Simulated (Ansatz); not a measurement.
# PbF2: the cost of one run

Computed with Ansatz 0.2.0 (DFT PBE, scalar-relativistic, plane waves, PAW, unless a step's input says otherwise).

**1. The structure to begin with**

Symmetry: P4mm, No. 99, tetragonal system. The conventional cell has a = 3.919 Å, b = 3.919 Å, c = 3.549 Å, α = 90.00°, β = 90.00°, γ = 90.00°. Pb (site symmetry 4mm) is surrounded by 4 F at 2.80 Å. F (site symmetry 4mm) has 1 F at 1.45 Å in its first shell of neighbours.

Coordinates:

```
Pb F
1.0
     3.91925    0.00000    0.00000
     0.00000    3.91925    0.00000
     0.00000    0.00000    3.54861
Pb F
1 2
Direct
  0.50000 0.50000 0.06332
  0.00000 0.00000 0.54047
  0.00000 0.00000 0.94994
```

Recipe of the guess: random cell by space group and Wyckoff sites (P4mm, No. 99). The dimensions are guesses.

**2. The guess as it stands, on a coarse mesh**

The input, input.yaml:

```yaml
crystal:
  lattice:
    - [3.91924598, 0.0, 0.0]
    - [0.0, 3.91924598, 0.0]
    - [0.0, 0.0, 3.54860615]
  atoms:
    - { symbol: Pb, position: [0.5, 0.5, 0.06332124] }
    - { symbol: F, position: [0.0, 0.0, 0.54046676] }
    - { symbol: F, position: [0.0, 0.0, 0.94993683] }
basis:
  ecutwfc: 420
kpoints:
  mp_grid: { grid: [4, 4, 6] }
hamiltonian:
  xc: pbe
scf:
  occupations: { method: gaussian, width: 0.1 }
  lower_state_search: "off"
output:
  forces: true
  stress: true
  eigenvalues: true
```

Launch:

```
ansatz run input.yaml --threads 1 --pin off --max-ram 2560MiB --backend cpu --events-out ev --progress --plain --runs-dir out
```

**Question.** How long does this run take on 1 thread of Intel Xeon 6975P-C (Granite Rapids), shared host, and how much memory does it need?

About 1.1 s, with a peak of 0.37 GiB.
